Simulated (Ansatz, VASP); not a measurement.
## Al in VASP and in Ansatz

File INCAR:

```
SYSTEM = Al
ALGO = Normal ; DIPOL = 0.5 0.5 0.309
EDIFF = 1E-6 ; ENCUT = 520
GGA = PS ; IDIPOL = 3
ISIF = 2 ; ISMEAR = 0
LASPH = .TRUE. ; LCHARG = .FALSE.
LDIPOL = .TRUE. ; LREAL = .FALSE.
LWAVE = .FALSE. ; NBANDS = 12
NELM = 60 ; PREC = Accurate
SIGMA = 0.1
```

Contents of KPOINTS:

```
k-points
0
G
  9 9 1
  0 0 0
```

POSCAR

```
Al
1.0
    2.8394270062      0.0000000000      0.0000000000
    0.0000000000      2.8394270062      0.0000000000
    0.0000000000      0.0000000000     19.6413451746
Al
3
Direct
    0.5000000000      0.5000000000      0.2036520393
    0.0000000000      0.0000000000      0.3090064780
    0.5000000000      0.5000000000      0.4145003869
```

Input for Ansatz:

```yaml
crystal:
  lattice:
    - [2.8394270062, 0.0, 0.0]
    - [0.0, 2.8394270062, 0.0]
    - [0.0, 0.0, 19.6413451746]
  atoms:
    - { symbol: Al, position: [0.5, 0.5, 0.2036520393] }
    - { symbol: Al, position: [0.0, 0.0, 0.309006478] }
    - { symbol: Al, position: [0.5, 0.5, 0.4145003869] }
basis:
  ecutwfc: 420
kpoints:
  mp_grid: { grid: [9, 9, 1] }
hamiltonian:
  xc: pbesol
scf:
  occupations: { method: gaussian, width: 0.1 }
output:
  forces: true
  eigenvalues: true
efield:
  axis: 3
  dipole_correction: true
  ramp_width: 0.04
```

Alike in both runs: task single point; functional PBEsol; k mesh 9 × 9 × 1; occupations gaussian, width 0.1 eV; no spin polarisation.

|  | VASP | Ansatz |
| --- | --- | --- |
| version | VASP 6.6.1 | Ansatz 0.2.0 |
| potentials or method | VASP PAW PBE potentials, release 64 (Al) | scalar-relativistic, plane waves, PAW |
| plane-wave cutoff (eV) | 520 | 420 |
| valence electrons in the cell | 9 | 9 |

```csv
,VASP,Ansatz,Ansatz less VASP
gap on the k mesh at the Fermi level (eV),none,none,-
rms of the force components (eV/Å),0.060,0.058,-0.0014
"work function, face that differs most (eV)",4.17,4.28,+0.109
```

Atom by atom the forces differ by 0.001 eV/Å (rms over components). A gap of «none» marks a metal or a gap that the smearing closes. The functional is the same, so the differences come from potentials, cutoffs and numerics.

Caveats: the PAW data sets were made with another functional, which shifts forces and pressure a little (VASP).
